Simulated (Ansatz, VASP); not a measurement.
# HfC: VASP beside Ansatz

File INCAR:

```
PREC = Accurate
ENCUT = 600
EDIFF = 1E-7
ISMEAR = 0
SIGMA = 0.1
LREAL = F
LASPH = T
NELM = 60
ALGO = Normal
ISIF = 3
LWAVE = F
LCHARG = F
GGA = PE
IBRION = 2
NSW = 100
EDIFFG = -0.005
```

The input KPOINTS:

```
regular mesh
0
Gamma
  16 16 16
```

POSCAR

```
HfC
1.0
    0.0000000000      2.3250000000      2.3250000000
    2.3250000000      0.0000000000      2.3250000000
    2.3250000000      2.3250000000      0.0000000000
Hf C
1 1
Direct
    0.5000000000      0.5000000000      0.5000000000
    0.0000000000      0.0000000000      0.0000000000
```

Input for Ansatz:

```yaml
crystal:
  lattice:
    - [0.0, 2.325, 2.325]
    - [2.325, 0.0, 2.325]
    - [2.325, 2.325, 0.0]
  atoms:
    - { symbol: Hf, position: [0.5, 0.5, 0.5] }
    - { symbol: C, position: [0.0, 0.0, 0.0] }
basis:
  ecutwfc: 420
kpoints:
  mp_grid: { grid: [16, 16, 16] }
hamiltonian:
  xc: pbe
scf:
  occupations: { method: gaussian, width: 0.1 }
output:
  forces: true
  stress: true
  eigenvalues: true
  write_density: true
  write_potential: true
  elf: true
  volumetric_format: npy
relax:
  adjacent_minimum: "off"
  f_tol: 0.005
  max_steps: 80
  cell: { stress_tol: 0.05 }
```

Alike in both runs: task relaxation of cell and atoms; functional PBE; k mesh 16 × 16 × 16; occupations gaussian, width 0.1 eV; no spin polarisation.

```csv
,VASP,Ansatz
version,VASP 6.6.1,Ansatz 0.2.0
potentials or method,"VASP PAW PBE potentials, release 64 (Hf_pv, C)","scalar-relativistic, plane waves, PAW"
plane-wave cutoff (eV),600,420
valence electrons in the cell,14,30
```

|  | VASP | Ansatz | Ansatz less VASP |
| --- | --- | --- | --- |
| gap on the k mesh at the Fermi level, each at its own relaxed structure (eV) | none | none | - |
| relaxed volume (Å³/atom) | 12.54 | 12.58 | +0.040 |
| relaxed cell length with the largest relative difference (Å) | 3.286 | 3.289 | +0.0035 |

A gap of «none» marks a metal or a gap that the smearing closes. The two sets of potentials don't hold the same shells in valence.

Spin-orbit coupling is left out, which matters for the levels of Hf.
